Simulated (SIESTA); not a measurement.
Runs of SIESTA 5.4.2 on SiGe. The structure is hexagonal, space group P6_3mc (No. 186). Conventional cell: a = 3.904 Å, b = 3.904 Å, c = 6.451 Å, α = 90.00°, β = 90.00°, γ = 120.00°. Around Ge (site symmetry 3m) lie 4 Si at 2.40 to 2.41 Å. Si (site symmetry 3m) has 4 Ge at 2.40 to 2.41 Å as nearest neighbours. The cell comes from a database or a generator and needn't be the stable form of this composition.

```tsv
task	level	potentials or basis	gap on the mesh (eV)	pressure (GPa)	V0 of scaled cells (Å³/atom)	B0 (GPa)	largest force (eV/Å)
equation of state	PBEsol	PseudoDojo 0.4 standard (PBEsol files), DZP (energy shift 0.003 Ry; two zetas on semicore shells)	-	-	21.51	77	-
band structure	PBEsol	PseudoDojo 0.4 standard (PBEsol files), DZP (energy shift 0.003 Ry; two zetas on semicore shells)	0.44	(a)	-	-	0.02
equation of state	LDA	PseudoDojo 0.4 standard (LDA files), DZP (energy shift 0.003 Ry; two zetas on semicore shells)	-	-	(c)	81	-
band structure	LDA	PseudoDojo 0.4 standard (LDA files), DZP (energy shift 0.003 Ry; two zetas on semicore shells)	0.40	-1.2	-	-	(b)
```

Alike in all rows: no spin polarisation; cell as given; k mesh 8 × 8 × 4; smearing fermi-dirac 0.05 eV; grid cutoff 800 Ry; energy shift 0.003 Ry.

Task: Fill in the values left out.

Result: (a) 0.8; (b) 0.01; (c) 20.96.

Caveats: the basis of atomic orbitals isn't converged, which shifts pressures, moduli and gaps; the cell was scaled at fixed shape and fractional positions, which overstates the stiffness of a crystal with free parameters, most of all of layers and chains (some runs).

A k mesh can miss the band edges, and the runs leave out spin-orbit coupling on Ge.

Not every run made on this cell is shown here.
